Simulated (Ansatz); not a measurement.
Na in Ansatz: the effect of functional

The system is Na.

```
Na
1.0
    -2.14100    2.14100    2.14100
     2.14100   -2.14100    2.14100
     2.14100    2.14100   -2.14100
Na
1
Direct
  0.00000 0.00000 0.00000
```

Alike in all runs:

```yaml
Program: Ansatz 0.2.0
Task: band structure
Potentials_or_basis: all-electron LAPW, scalar-relativistic
Cutoff: 75 eV
Basis_error_allowed: 0.001 eV/atom
k_mesh: 9 × 9 × 9
Occupations: fermi-dirac, width 0.05 eV
Spin: no spin polarisation
```

One run gave: pressure -1.1 GPa. Which functional did it use?
A. LDA
B. PBE
C. PBEsol

A.

```tsv
functional	pressure (GPa)
PBE	-0.4
PBEsol	-0.5
LDA	-1.1
```

Not every run made on this cell is shown here.
